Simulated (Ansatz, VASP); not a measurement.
# As in VASP and in Ansatz

Contents of INCAR:

```
PREC = Accurate
ENCUT = 520
EDIFF = 1E-6
ISMEAR = -1
SIGMA = 0.1
LREAL = False
LASPH = True
NELM = 100
ALGO = Normal
ISIF = 2
LWAVE = False
LCHARG = False
GGA = PE
NBANDS = 8
```

Contents of KPOINTS:

```
regular mesh
0
Gamma
  13 13 13
```

Contents of POSCAR:

```
As
1.0
    2.7343088730      0.0000000000      0.0000000000
    0.0000000000      2.7343088730      0.0000000000
    0.0000000000      0.0000000000      2.7343088730
As
1
Direct
    0.0000000000      0.0000000000      0.0000000000
```

Input for Ansatz:

```yaml
crystal:
  lattice:
    - [2.734308873, 0.0, 0.0]
    - [0.0, 2.734308873, 0.0]
    - [0.0, 0.0, 2.734308873]
  atoms:
    - { symbol: As, position: [0.0, 0.0, 0.0] }
hamiltonian:
  xc: pbe
  pseudopotentials:
    kind: paw
    azcp:
      As: "pseudopotentials/As.paw.azcp"
basis:
  ecutwfc: 420
  fft_grid_basis: typed
kpoints:
  mp_grid: { grid: [13, 13, 13], shift: [0, 0, 0] }
magnetization:
  spin_polarized: false
scf:
  occupations: { method: fermi_dirac, width: 0.1 }
  lower_state_search: "off"
output:
  stress: true
```

Alike in both runs: task single point; functional PBE; k mesh 13 × 13 × 13; occupations fermi-dirac, width 0.1 eV; no spin polarisation.

|  | VASP | Ansatz |
| --- | --- | --- |
| version | VASP 6.6.1 | Ansatz 0.2.0 |
| potentials or method | VASP PAW PBE potentials, release 64 (As) | plane waves (420 eV) with PAW, scalar-relativistic |
| plane-wave cutoff (eV) | 520 | 420 |
| valence electrons in the cell | 5 | 15 |

|  | VASP | Ansatz | Ansatz less VASP |
| --- | --- | --- | --- |
| pressure (GPa) | -0.2 | -0.3 | -0.15 |

The functional is the same, so the differences come from potentials, cutoffs and numerics. The two sets of potentials don't hold the same shells in valence.
